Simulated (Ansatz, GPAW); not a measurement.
## Sb: 3 runs at one level of theory

```
CELL_PARAMETERS angstrom
2.15420 1.24373 3.75800
-2.15420 1.24373 3.75800
0.00000 -2.48746 3.75800
ATOMIC_POSITIONS crystal
Sb 0.76651 0.76651 0.76651
Sb 0.23349 0.23349 0.23349
```

Alike in all runs: task single point; functional PBE; k mesh 8 × 8 × 8; occupations gaussian, width 0.1 eV; no spin polarisation; no spin-orbit coupling. Pressure is positive in compression and, in plane waves, holds the error of the finite cutoff, which Ansatz's Pulay term estimates and takes out.

```
                        program and potentials  plane-wave cutoff (eV)                             notes  pressure (GPa)  largest force (eV/Å)
                            Ansatz, Ansatz PAW                     420  Pulay term of +0.03 GPa included            2.69                 0.156
    GPAW, GPAW PAW data sets (gpaw-data 1.2.1)                     600                                 -            2.39                 0.138
Ansatz, all-electron LAPW, scalar-relativistic                       -                                 -            2.70                 0.155
```

Force on atom 1 (Sb), eV/Å:

| program and potentials | x | y | z |
| --- | --- | --- | --- |
| Ansatz, Ansatz PAW | 0.000 | 0.000 | -0.156 |
| GPAW, GPAW PAW data sets (gpaw-data 1.2.1) | 0.000 | 0.000 | -0.138 |
| Ansatz, all-electron LAPW, scalar-relativistic | 0.000 | 0.000 | -0.155 |

The pressure spans 2.39 (GPAW, GPAW PAW data sets (gpaw-data 1.2.1)) to 2.70 GPa (Ansatz, all-electron LAPW, scalar-relativistic), with all-electron results at 2.70.

Differences between rows come from potentials, basis sets and numerical settings, since the functional is the same but for its coding. Runs on potential files found faulty are left out.
